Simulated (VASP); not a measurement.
Input of a VASP 6.6.1 run:

The input INCAR:

```
PREC = Accurate ; ENCUT = 600
EDIFF = 1E-6 ; ISMEAR = 0
SIGMA = 0.03 ; LREAL = False
LASPH = True ; NELM = 80
ALGO = Normal ; ISIF = 3
LWAVE = False ; LCHARG = False
GGA = CA ; IBRION = 2
NSW = 90 ; EDIFFG = -0.01
```

Contents of KPOINTS:

```
regular mesh
0
Gamma
  10 10 10
```

The input POSCAR:

```
BeSe
1.0
    0.0000000000      2.5350000000      2.5350000000
    2.5350000000      0.0000000000      2.5350000000
    2.5350000000      2.5350000000      0.0000000000
Be Se
1 1
Direct
    0.0000000000      0.0000000000      0.0000000000
    0.2500000000      0.2500000000      0.2500000000
```

Potentials or basis: VASP PAW LDA potentials, release 64 (Be, Se).

Run with:

```bash
$ cat potpaw_LDA.64/Be/POTCAR potpaw_LDA.64/Se/POTCAR > POTCAR
$ mpirun -np 1 vasp_std > vasp.out
```

Q: Predict the space group after relaxing (to 0.05 Å).

A: F-43m (No. 216).

Q: Estimate the relaxed cell.

A: a = 3.597 Å, b = 3.597 Å, c = 3.597 Å, α = 60.00°, β = 60.00°, γ = 60.00°.

Q: Estimate the relaxed volume.

A: 16.46 Å³/atom.

The path:
```
step  energy change (eV)  largest force (eV/Å)  pressure (GPa)  volume (Å³)
   1              0.0000                0.0000            0.89        32.58
   2             -0.0009                0.0000           -0.23        33.01
   3             -0.0009                0.0000            0.01        32.92
```
